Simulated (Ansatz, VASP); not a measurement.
Given: the input of a run of VASP 6.6.1 on Ca.

The input INCAR:

```
SYSTEM = Ca
PREC = Accurate ; ENCUT = 520
EDIFF = 1E-7 ; ISMEAR = -1
SIGMA = 0.05 ; LREAL = .FALSE.
LASPH = .TRUE. ; NELM = 100
ALGO = Normal ; ISIF = 2
LWAVE = .FALSE. ; LCHARG = .FALSE.
GGA = PE ; NBANDS = 11
```

KPOINTS

```
Automatic mesh
0
G
  9 9 9
  0 0 0
```

File POSCAR:

```
Ca
1.0
   -2.1376054963      2.1429527028      2.4933127236
    2.1376054963     -2.1429527028      2.4933127236
    2.1376054963      2.1429527028     -2.4933127236
Ca
1
Direct
    0.5000000000      0.5000000000      0.0000000000
```

Potentials or basis: VASP PAW PBE potentials, release 64 (Ca_sv).

Run with:

```bash
$ cat potpaw_PBE.64/Ca_sv/POTCAR > POTCAR
$ mpirun -np 1 vasp_std > vasp.out
```

Task: Translate it to Ansatz 0.2.0. Potentials there: Ansatz PAW.

Result: As run (the cutoff follows the program's own potentials):

The input input.yaml:

```yaml
crystal:
  lattice:
    - [-2.1376054963, 2.1429527028, 2.4933127236]
    - [2.1376054963, -2.1429527028, 2.4933127236]
    - [2.1376054963, 2.1429527028, -2.4933127236]
  atoms:
    - { symbol: Ca, position: [0.5, 0.5, 0.0] }
hamiltonian:
  xc: pbe
  pseudopotentials: { kind: paw }
kpoints:
  mp_grid: { grid: [9, 9, 9] }
scf:
  occupations: { method: fermi_dirac, width: 0.05 }
output:
  forces: true
  stress: true
  eigenvalues: true
```

Potentials or basis: Ansatz PAW.

Launch:

```bash
$ ansatz run input.yaml --threads 2 --pin off --max-ram 5120MiB --backend cpu --events-out ev --progress --plain --runs-dir out
```

Both were run:

|  | VASP | Ansatz | Ansatz less VASP |
| --- | --- | --- | --- |
| gap on the k mesh at the Fermi level (eV) | none | none | - |
| pressure (GPa) | -1.2 | -1.2 | -0.01 |
| largest component of the traceless stress (GPa) | 0.17 | 0.17 | 0.000 |

A gap of «none» marks a metal or a gap that the smearing closes.
